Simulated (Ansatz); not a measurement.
## C under changes of volume

One of the cells (5.672 Å³/atom); the others are scaled copies at fixed shape and fractional positions:

```
CELL_PARAMETERS angstrom
0.00000 1.78337 1.78337
1.78337 0.00000 1.78337
1.78337 1.78337 0.00000
ATOMIC_POSITIONS crystal
C 0.75000 0.75000 0.75000
C 0.50000 0.50000 0.50000
```

This isn't the form of C at room conditions, which is graphite.

| Item | Value |
| --- | --- |
| Program | Ansatz 0.2.0 |
| Functional | RPBE |
| Potentials or basis | Ansatz PAW |
| Cutoff | 420 eV (not typed: the program's choice for these potentials) |
| k mesh | 13 × 13 × 13 |
| Occupations | fermi-dirac, width 0.05 eV |
| Spin | no spin polarisation |

```csv
volume (Å³/atom),energy over the lowest point (meV/atom),pressure (GPa),gap on the mesh (eV)
5.332,50.82,38.9,4.28
5.445,27.31,27.6,4.23
5.558,11.47,17.3,4.19
5.672,2.55,7.9,4.15
5.785,0.00,-0.6,4.11
5.899,3.22,-8.4,4.07
6.012,?,?,?
```

**Question.** What does the run at 6.012 Å³/atom give?

**Answer.** Energy over the lowest point 11.73 meV/atom; pressure -15.5 GPa; gap on the mesh 4.03 eV.

Worked out: A Birch-Murnaghan fit of order 3 (a polynomial in V^(-2/3)) to the other rows has its minimum at 5.78 Å³/atom with B0 = V·E''(V) = 416 GPa and B' = 4.0. It gives 11.59 meV/atom at 6.012 Å³/atom, against the run's 11.73, and -dE/dV = -15.3 GPa, against -15.5. A straight line through the other rows of the gap, of slope -2.05 eV per unit of ln V, extrapolates to 4.03 eV, against the run's 4.03.

Energies are extrapolated to zero smearing.

Caveats: odd divisions of the mesh miss points on the zone boundary, where band edges often lie, so the gap on the mesh can be too wide; the PAW data sets come from PBE, with cores solved anew for the run's functional, which leaves a small shift of forces and pressure.

A mesh can miss the band edges.
